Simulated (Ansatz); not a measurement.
**WS2: stress in a strained cell**

Aim: deform WS2 (equal xx and yy strain of -2 %) and compute stress, forces and field gradients with LAPW, PAW and all-electron datasets made for the crystal.

Computed with Ansatz 0.2.0 (DFT LDA, scalar-relativistic, unless a step's input says otherwise).

### Step 1. The starting structure

The structure is trigonal, space group R3m (No. 160). The conventional cell has a = 3.158 Å, b = 3.158 Å, c = 18.490 Å, α = 90.00°, β = 90.00°, γ = 120.00°. Around W (site symmetry 3m) lie 6 S at 2.39 to 2.42 Å. Around S (site symmetry 3m) lie 3 W at 2.39 Å. S (site symmetry 3m) has 3 W at 2.42 Å as nearest neighbours.

As a file:

```cif
data_structure
_symmetry_space_group_name_H-M 'P 1'
_symmetry_Int_Tables_number 1
_cell_length_a 6.4274
_cell_length_b 6.4274
_cell_length_c 6.4274
_cell_angle_alpha 28.443
_cell_angle_beta 28.443
_cell_angle_gamma 28.443
_cell_volume 53.23
loop_
_atom_site_label
_atom_site_type_symbol
_atom_site_fract_x
_atom_site_fract_y
_atom_site_fract_z
_atom_site_occupancy
W1 W 0.00000 0.00000 0.00000 1
S1 S 0.75030 0.75030 0.75030 1
S2 S 0.58100 0.58100 0.58100 1
```

Atoms are numbered in the order of the input: W1, S2, S3.

### Step 2. After the deformation

Space group R3m before, R3m after.

### Step 3. Full-potential LAPW

input.yaml reads:

```yaml
crystal:
  lattice:
    - [1.5474203766, 0.893403571, 6.16333]
    - [-1.5474203766, 0.893403571, 6.16333]
    - [0.0, -1.7868071419, 6.16333]
  atoms:
    - { symbol: W, position: [0.0, 0.0, 0.0] }
    - { symbol: S, position: [0.7503, 0.7503, 0.7503] }
    - { symbol: S, position: [0.581, 0.581, 0.581] }
kpoints:
  mp_grid: { grid: [13, 13, 13] }
  band_path:
    path:
      - [0.0, 0.0, 0.0]
      - [0.5, 0.5, 0.5]
      - [0.8193254258, 0.1806745742, 0.5]
      - [0.5, -0.1806745742, 0.1806745742]
      - [0.5, 0.0, 0.0]
      - [0.0, 0.0, 0.0]
      - [0.3403372871, -0.3403372871, 0.0]
      - [0.6596627129, 0.0, 0.3403372871]
      - [0.5, 0.0, 0.5]
    npoints: 5
scf:
  occupations: { method: fermi_dirac, width: 0.08 }
hamiltonian:
  xc: lda
  pseudopotentials: { kind: all_electron, lapw: { basis_error: 0.0005 } }
output:
  forces: true
  stress: true
  eigenvalues: true
```

Command:

```bash
$ ansatz run input.yaml --threads 1 --pin off --max-ram 6144MiB --backend cpu --events-out ev --progress --plain --runs-dir out
```

Standard output, cut to the lines that bear on the results:

```text
LAPW: plane waves up to 9.244 Å⁻¹, error target 5.0e-4 eV per atom; small_component_spin mean_spin; S in spheres of 1.020 Å, 14 of its electrons in bands, Dirac shells []; W in spheres of 1.343 Å, 44 of its electrons in bands, Dirac shells []
[...]
Pseudopotentials: kind: all_electron
Pseudopotential: W, LAPW, valence charge 44, Koelling and Harmon's equation, gaussian nucleus
Pseudopotential: S, LAPW, valence charge 14, Koelling and Harmon's equation, gaussian nucleus
Functional definition: SPW92
[...]
Crystal: 3 atoms, lattice volume = 51.124 Å³
Basis set: ecut = 325.59602574935667 eV, 709 PW (Γ), FFT grids on a1−a3, a2−a3, a3, exchange–correlation at level 2
Bands: 44, of which v1, the nominal top of the filled ones, is band 36 counted from 1 (35 counted from 0)
Symmetry: 6 space group operations
Space group: R3m (ITA 160), of the structure as read, at distance tolerance 3.7e-5 Å
k-points: 231 of 2197 (time reversal used)
[...]
SCF iter   1: F=—  HF=-460611.071126 eV  |F-HF|=—  |Δ(HF+E_count)|=         —  Δρ=3.86e-2  dr2=9.92e-1  ethr=1.38e-3  ⟨swp⟩=2.0  Hψ=65427  notcnv=0
[...]
the basis was enlarged: its passes take 367.1 KiB over the memory plan, 1 of 1 planned eigensolver slots
[...]
SCF iter  10: F=-460610.626372 eV  HF=-460610.626372 eV  |F-HF|=2.21e-9  |Δ(HF+E_count)|=   3.37e-8  Δρ=4.09e-6  dr2=1.35e-8  ethr=2.40e-10  ⟨swp⟩=2.0  Hψ=28427  notcnv=0
[...]
NSCF: frozen V_eff on 41 k-points
SCF converged after 10 iterations
Free energy (F): -460610.626372 eV
[...]
E sigma→0 (E₀):  -460610.626357 eV
Entropy (-TS):   -0.000029 eV (-0.010 meV/atom)
Fermi energy:    15.185996 eV
[...]
--- Forces (eV/Å), atoms counted from 1 ---
  atom   1  W     -0.00000000    -0.00000000    -0.64278990
  atom   2  S      0.00000000     0.00000000     0.52025701
  atom   3  S      0.00000000     0.00000000     0.12252571
[...]
--- Stress (GPa, compression-positive) ---
        4.232794       0.000000       0.000000
        0.000000       4.232794      -0.000000
        0.000000      -0.000000       1.438344
  P = ⅓ Tr σ = 3.3013 GPa (33.013 kbar)
--- Band table (eV; the first three rows and the last of 231) ---
[...]
```

Wall time 2.3 min (1 thread of AMD EPYC 9R45 (Zen 5), shared host); peak memory 1.2 GiB.

In short: pressure 3.30 GPa; gap 1.03 eV; largest force 0.643 eV/Å.

### Step 4. PAW on the default files

input.yaml reads:

```yaml
crystal:
  lattice:
    - [1.5474203766, 0.893403571, 6.16333]
    - [-1.5474203766, 0.893403571, 6.16333]
    - [0.0, -1.7868071419, 6.16333]
  atoms:
    - { symbol: W, position: [0.0, 0.0, 0.0] }
    - { symbol: S, position: [0.7503, 0.7503, 0.7503] }
    - { symbol: S, position: [0.581, 0.581, 0.581] }
kpoints:
  mp_grid: { grid: [13, 13, 13] }
scf:
  occupations: { method: fermi_dirac, width: 0.08 }
hamiltonian:
  xc: lda
  pseudopotentials: { kind: paw }
output:
  forces: true
  stress: true
  eigenvalues: true
  efg: { contact_densities: true }
```

Command:

```bash
$ ansatz run input.yaml --threads 1 --pin off --max-ram 6144MiB --backend cpu --events-out ev --progress --plain --runs-dir out
```

Standard output:

```text
basis.fft_grid_basis auto: the FFT boxes are laid along the combinations [[1, 0, -1], [0, 1, -1], [0, 0, 1]] of the cell's own vectors, 3.095, 3.095 and 6.417 Å long. The dense box has 24×24×45 points. Along the cell's own vectors, as sized, it would have 45×45×45, 3.52 times as many. Of the 6 symmetry operations that the crystal satisfies within crystal.symmetry.tolerance (time reversal apart; of a slab, those that keep its plane) the dense box along the cell's own vectors carries 6, and the one as laid loses 4 of those. basis.fft_grid_basis: typed keeps the cell's own vectors: state it where this run's energies or levels are differenced outside the engine with another run's, or held beside a run that keeps those vectors.
W: output.efg is read without spin–orbit coupling, which moves field gradients at and beside such atoms by some per cent and up to a factor of two; PAW files take it under magnetization.noncollinear and magnetization.spin_orbit
Engine: ansatz 0.2.0
Pseudopotentials: kind: paw
Pseudopotential: W, paw, valence charge 14, recommended cutoff 420 eV (normal)
Pseudopotential: S, paw, valence charge 6, recommended cutoff 420 eV (normal)
[... 1 set-up line as earlier in the session ...]
  exchange = slater_x
  correlation = pw_c
Crystal: 3 atoms, lattice volume = 51.124 Å³
Basis set: ecut = 420 eV, 981 PW (Γ), FFT grids on a1−a3, a2−a3, a3
Bands: 17, of which v1, the nominal top of the filled ones, is band 13 counted from 1 (12 counted from 0)
[... 2 set-up lines as earlier in the session ...]
k-points: 231 of 2197 (time reversal used)
Non-local potential: W, projectors of the file, l = 0: 3, l = 1: 2, l = 2: 2, l = 3: 1
Non-local potential: S, projectors of the file, l = 0: 2, l = 1: 2, l = 2: 2
PAW form: soft (Blöchl's): semilocal exchange-correlation on the pseudo side does not see the compensation charge
PAW frozen core: W, regenerated for the run's functional, and the local potential with it (the file was generated under x = pbe(κ = 0.804, μ = 0.2195149727645171), c = pbe(β = 0.06672455060314922))
PAW frozen core: S, regenerated for the run's functional, and the local potential with it (the file was generated under x = pbe(κ = 0.804, μ = 0.2195149727645171), c = pbe(β = 0.06672455060314922))
PAW one-centre angular grid: W, 590 points (default); XC on 64 Gauss nodes
PAW one-centre angular grid: S, 110 points (default); XC on 64 Gauss nodes
Initial density: superposition of atomic densities (neutral atoms: chi_scale 0, normalization atom), corrected by the library's trained network
Initial wavefunctions: pseudopotential atomic-orbital guess
Functional: x = slater, c = lda
SCF iter   1: F=—  HF=-11871.679262 eV  |F-HF|=—  |Δ(HF+E_count)|=         —  Δρ=1.03e-2  dr2=8.57e-2  ethr=1.77e-3  ⟨swp⟩=5.7  Hψ=22302  notcnv=0
preconditioner: auto → none  [insulator: Δε(μ)=1.042 eV  Ē_g=8.982 eV  σ=0.080 eV  W_gap=1.00  n_scr=10 (ndim 8)  ℏωp=22.0 eV  f_vac=0.013  D(μ)=0.00/eV (n_scr^D=0)  ε∞_Penn≈7.0]
SCF iter   2: F=—  HF=-11871.704574 eV  |F-HF|=—  |Δ(HF+E_count)|=   2.53e-2  Δρ=1.17e-2  dr2=2.47e-1  ethr=3.30e-4  ⟨swp⟩=3.7  Hψ=9490  notcnv=0  recentre
SCF iter   3: F=—  HF=-11871.665890 eV  |F-HF|=—  |Δ(HF+E_count)|=   3.87e-2  Δρ=4.66e-3  dr2=9.04e-3  ethr=3.30e-4  ⟨swp⟩=2.8  Hψ=6767  notcnv=0
SCF iter   4: F=—  HF=-11871.664941 eV  |F-HF|=—  |Δ(HF+E_count)|=   9.49e-4  Δρ=1.13e-3  dr2=2.52e-4  ethr=3.48e-5  ⟨swp⟩=2.0  Hψ=5391  notcnv=0
SCF iter   5: F=—  HF=-11871.664970 eV  |F-HF|=—  |Δ(HF+E_count)|=   2.82e-5  Δρ=1.76e-4  dr2=2.99e-5  ethr=9.69e-7  ⟨swp⟩=2.1  Hψ=5704  notcnv=0
SCF iter   6: F=—  HF=-11871.664965 eV  |F-HF|=—  |Δ(HF+E_count)|=   4.78e-6  Δρ=1.12e-4  dr2=3.02e-6  ethr=1.15e-7  ⟨swp⟩=2.0  Hψ=5230  notcnv=0
SCF iter   7: F=—  HF=-11871.664965 eV  |F-HF|=—  |Δ(HF+E_count)|=   4.01e-8  Δρ=2.77e-5  dr2=1.65e-7  ethr=1.16e-8  ⟨swp⟩=2.2  Hψ=5753  notcnv=0
SCF iter   8: F=-11871.664965 eV  HF=-11871.664965 eV  |F-HF|=1.21e-8  |Δ(HF+E_count)|=   1.73e-8  Δρ=8.23e-6  dr2=2.27e-8  ethr=3.85e-10  ⟨swp⟩=5.3  Hψ=15268  notcnv=0
SCF 1 converged in 8 iterations: F = -11871.664965 eV  dr2 = 2.27e-8
SCF converged after 8 iterations
Free energy (F): -11871.664965 eV
Harris-Foulkes:  -11871.664965 eV  (|F-HF|=1.21e-8)
Internal energy: -11871.664935 eV  (E = F + TS)
E sigma→0 (E₀):  -11871.664950 eV
Entropy (-TS):   -0.000030 eV (-0.010 meV/atom)
Fermi energy:    12.490944 eV
--- Per-component energies (eV) ---
  E_band       = -177.121198
  E_kinetic    = 671.981645
  E_local      = -1768.258805  (includes V_loc(G=0)·N_el)
  E_nonlocal   = 65.410882
  E_hartree    = 706.819151
  E_xc         = -460.489988
  E_vxc        = -418.170066  (∫ρ·V_xc dr)
  E_paw        = -9447.595075  (= ΣΔE_a)
  E_vpaw       = -141.719845  (= ΣTr[D̂ρ^β])
  E_aug_tail   = -0.000064  (compensation charges beyond the density's cutoff)
  E_ewald      = -1640.122229
  E_core_change = 0.589548  (= ΣΔE_core)
  E_smearing   = -0.000030  (= −TS)
  E_closure    = 0.000000  (closes the sum)
  Σ components = -11871.664965   (vs F -11871.664965, Δ=0.00e0)
--- Forces (eV/Å), atoms counted from 1 ---
  atom   1  W     -0.00000000    -0.00000000    -0.64339344
  atom   2  S      0.00000000     0.00000000     0.52164876
  atom   3  S     -0.00000000     0.00000000     0.12173745
  max |Σ_I F_I| component: 7.24e-6 eV/Å
--- Stress (GPa, compression-positive) ---
        4.200122       0.000000       0.000000
        0.000000       4.200122      -0.000000
        0.000000      -0.000000       1.441027
  P = ⅓ Tr σ = 3.2804 GPa (32.804 kbar)
--- PAW observables at the nuclei: V_zz in 10²¹ V/m², potentials from the cell's mean, atoms counted from 1 ---
  atom   1  W  V_zz =   -16.887908   η = 0.0000   by run symmetry: allowed
            electrostatic potential = -14807.289046 V   contact ρ = 8788651.586649 e/Å³
  atom   2  S  V_zz =    -4.848547   η = 0.0000   by run symmetry: allowed
            electrostatic potential = -1639.639392 V   contact ρ = 19606.670851 e/Å³
  atom   3  S  V_zz =    -4.032518   η = 0.0000   by run symmetry: allowed
            electrostatic potential = -1639.604388 V   contact ρ = 19607.258290 e/Å³
--- Band table (eV; the first three rows and the last of 231) ---
  k-point 0: bands = ["-62.3092", "-26.6701", "-26.4074", "-26.4074", "-3.7484", "-1.6573", "4.2057", "8.5998", "8.5998", "9.9328", "9.9328", "10.4293", "10.6858", "14.4903", "14.4903", "14.8474", "14.8474"]
  k-point 1: bands = ["-62.3078", "-26.6651", "-26.4343", "-26.4136", "-3.6369", "-1.6251", "4.3414", "8.3270", "8.7104", "9.4262", "9.7583", "10.5435", "10.8532", "14.3482", "14.5589", "14.6173", "14.8209"]
  k-point 2: bands = ["-62.3037", "-26.6515", "-26.5082", "-26.4306", "-3.3155", "-1.5321", "4.7157", "7.6782", "8.6373", "9.0083", "9.3552", "10.5223", "10.8544", "13.7446", "14.4873", "14.5951", "15.1846"]
  k-point 230: bands = ["-62.3078", "-26.6652", "-26.4343", "-26.4136", "-3.4082", "-2.0617", "5.3931", "7.9065", "8.3145", "8.6952", "9.7893", "9.9507", "11.8929", "14.4708", "14.5611", "14.5933", "14.8356"]
```

Wall time 10 s (1 thread of AMD EPYC 9R45 (Zen 5), shared host); peak memory 0.56 GiB.

This run gives: pressure 3.28 GPa; gap on the k mesh 1.03 eV (an odd mesh misses the zone boundary); largest force 0.643 eV/Å; Vzz W1 -16.89 (η = 0.00), S2 -4.85 (η = 0.00), S3 -4.03 (η = 0.00) (10²¹ V/m²).

### Step 5. Datasets made for this crystal

input.yaml, as its differences from that of step 4:

```diff
@@ -15,3 +15,3 @@
   xc: lda
-  pseudopotentials: { kind: paw }
+  pseudopotentials: { kind: all_electron, datasets: crystal }
 output:
```

Command:

```bash
$ ansatz run input.yaml --threads 1 --pin off --max-ram 6144MiB --backend cpu --events-out ev --progress --plain --runs-dir out
```

Standard output, cut to the lines that bear on the results:

```text
[...]
band count auto-derived: 19 (N_el = 26.0; filled up to band 13; 17 by the electrons, moments and atoms)
W: output.efg is read without spin–orbit coupling, which moves field gradients at and beside such atoms by some per cent and up to a factor of two; PAW files take it under magnetization.noncollinear and magnetization.spin_orbit
[...]
[... 1 set-up line as earlier in the session ...]
Pseudopotential: W, paw, valence charge 28, recommended cutoff 300 eV (normal), Koelling and Harmon's equation, gaussian nucleus
Pseudopotential: S, paw, valence charge 6, recommended cutoff 300 eV (normal), Koelling and Harmon's equation, gaussian nucleus
[... 1 set-up line as earlier in the session ...]
[...]
Crystal: 3 atoms, lattice volume = 51.124 Å³
Basis set: ecut = 300 eV, 611 PW (Γ), FFT grids on a1−a3, a2−a3, a3
Bands: 19, of which v1, the nominal top of the filled ones, is band 13 counted from 1 (12 counted from 0)
[...]
        0.000000       4.229495      -0.000000
        0.000000      -0.000000       1.436136
  P = ⅓ Tr σ = 3.2984 GPa (32.984 kbar)
  It holds what live shells' own plane waves past their cutoff add
--- PAW observables at the nuclei: V_zz in 10²¹ V/m², potentials from the cell's mean, atoms counted from 1 ---
  atom   1  W  V_zz =   -16.532333   η = 0.0000   by run symmetry: allowed
            electrostatic potential = -14801.154959 V   contact ρ = 8784014.934632 e/Å³
  atom   2  S  V_zz =    -4.854431   η = 0.0000   by run symmetry: allowed
            electrostatic potential = -1636.345898 V   contact ρ = 19624.425589 e/Å³
  atom   3  S  V_zz =    -4.039564   η = 0.0000   by run symmetry: allowed
            electrostatic potential = -1636.328044 V   contact ρ = 19625.013191 e/Å³
--- Band table (eV; the first three rows and the last of 231) ---
  k-point 0: bands = ["-59.6099", "-23.9772", "-23.7149", "-23.7149", "-1.0472", "1.0432", "6.9011", "11.2991", "11.2991", "12.6323", "12.6323", "13.1252", "13.3815", "17.1869", "17.1869", "17.5433", "17.5433"]
[...]
```

It took 56 s on 1 thread of AMD EPYC 9R45 (Zen 5), shared host; peak memory 2.2 GiB.

Result: pressure 3.30 GPa; gap on the k mesh 1.04 eV (an odd mesh misses the zone boundary); largest force 0.643 eV/Å; Vzz W1 -16.53 (η = 0.00), S2 -4.85 (η = 0.00), S3 -4.04 (η = 0.00) (10²¹ V/m²).

### Step 6. Side by side

Stress (GPa, compression positive):

```
          method    xx    yy    zz    yz    xz    xy
            LAPW  4.23  4.23  1.44  0.00  0.00  0.00
             PAW  4.20  4.20  1.44  0.00  0.00  0.00
crystal datasets  4.23  4.23  1.44  0.00  0.00  0.00
```

Forces (eV/Å):

| atom | LAPW x | LAPW y | LAPW z | PAW x | PAW y | PAW z | crystal datasets x | crystal datasets y | crystal datasets z |
| --- | --- | --- | --- | --- | --- | --- | --- | --- | --- |
| W1 | 0.000 | 0.000 | -0.643 | 0.000 | 0.000 | -0.643 | 0.000 | 0.000 | -0.643 |
| S2 | 0.000 | 0.000 | 0.520 | 0.000 | 0.000 | 0.522 | 0.000 | 0.000 | 0.520 |
| S3 | 0.000 | 0.000 | 0.123 | 0.000 | 0.000 | 0.122 | 0.000 | 0.000 | 0.122 |

| method | pressure (GPa) | gap on the k mesh (eV) | largest force (eV/Å) | Vzz W1 (10²¹ V/m²) | Vzz S2 (10²¹ V/m²) | Vzz S3 (10²¹ V/m²) | SCF cycles, all passes |
| --- | --- | --- | --- | --- | --- | --- | --- |
| LAPW | 3.30 | 1.04 | 0.643 | – | – | – | 10 |
| PAW | 3.28 | 1.03 | 0.643 | -16.89 | -4.85 | -4.03 | 8 |
| crystal datasets | 3.30 | 1.04 | 0.643 | -16.53 | -4.85 | -4.04 | 11 |

### Step 7. What came out

| quantity | value |
| --- | --- |
| pressure | LAPW 3.30, PAW 3.28, crystal datasets 3.30 GPa |
| largest shear or deviatoric stress (LAPW) | 1.86 GPa |

In words: The largest part of the stress beyond the pressure is 1.86 GPa in size, in the zz component; the atoms are carried along and not relaxed. No run of the undeformed cell stands beside it, so the pressure holds what the given cell had before the change. PAW: stress within 0.03 GPa of LAPW, forces within 1 meV/Å. Crystal datasets: stress within 0.01 GPa of LAPW, forces within 1 meV/Å. Spin-orbit coupling is left out, though the cell holds W; in elements this heavy it can shift bands and gaps by tenths of an eV.
